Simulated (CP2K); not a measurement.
The system is MgS.

```xyz
2
Lattice="4.0066 0.0000 0.0000 2.0033 3.4698 0.0000 2.0033 1.1566 3.2714" Properties=species:S:1:pos:R:3 pbc="T T T"
S     2.0033    1.1566    0.8179
Mg    0.0000    0.0000    0.0000
```

The cell comes from a database or a generator and needn't be the stable form of this composition.

Program: CP2K 2026.2. Alike in all runs: task band structure; no spin polarisation; cell as given; k mesh 8 × 8 × 8.

**Question.** Order these runs on this cell by their band gap on the k mesh, lowest first.
A. level LDA; potentials or basis GTH_POTENTIALS S GTH-PADE-q6, Mg GTH-PADE-q10; TZVP-MOLOPT-PBE-GTH basis; smearing fermi-dirac 0.01 eV; EPS_DEFAULT 1.0E-9; NGRIDS 5; points a segment of the path (NPOINTS) 10; bands added on the path 4
B. level TASK; potentials or basis POTENTIAL_UZH S GTH-SCAN-q6, Mg GTH-SCAN-q10; TZVP-MOLOPT-SCAN-GTH basis; smearing fermi-dirac 0.05 eV; EPS_DEFAULT 1.0E-9; NGRIDS 4; points a segment of the path (NPOINTS) 8; bands added on the path 6
C. level SCAN; potentials or basis POTENTIAL_UZH S GTH-SCAN-q6, Mg GTH-SCAN-q10; TZVP-MOLOPT-SCAN-GTH basis; smearing fermi-dirac 0.05 eV; EPS_DEFAULT 1.0E-10; NGRIDS 4; points a segment of the path (NPOINTS) 10; bands added on the path 6

**Answer.** A (3.03 eV), C (3.97 eV), B (5.52 eV).

Caveats: the basis of atomic orbitals isn't converged, which shifts pressures, moduli and gaps.

A k mesh can miss the band edges.

Not every run made on this cell is shown here.
